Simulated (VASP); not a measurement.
Sc, 1 atom in the cell. The structure is cubic, space group Fm-3m (No. 225). The conventional cell has a = 4.546 Å, b = 4.546 Å, c = 4.546 Å, α = 90.00°, β = 90.00°, γ = 90.00°. Sc (site symmetry m-3m) has 12 Sc at 3.21 Å as nearest neighbours. This isn't the form of Sc at room conditions, which is hcp.

```yaml
Program: VASP 6.6.1
Task: single point
Functional: revPBE
Potentials_or_basis: VASP PAW PBE potentials, release 64 (Sc_sv)
Cutoff: 520 eV
k_mesh: 13 × 13 × 13
Occupations: fermi-dirac, width 0.1 eV
Spin: no spin polarisation
Dipole_correction: no
Further_INCAR_settings: ALGO = Fast; EDIFF = 1e-06; NBANDS = 12
```

Potentials or basis: VASP PAW PBE potentials, release 64 (Sc_sv).

The run is started by

```sh
$ cat potpaw_PBE.64/Sc_sv/POTCAR > POTCAR
$ mpirun -np 1 vasp_std > vasp.out
```

Hardware: 1 thread of AMD EPYC 7R43 64-Core Processor (Zen 3) (shared host).

Question: How long does it take, and how much memory?

Answer: Run time: 52 s on 1 thread of AMD EPYC 7R43 64-Core Processor (Zen 3), with other jobs on the host, peak memory 0.11 GiB. Counts: scf iterations 21, k points 84.
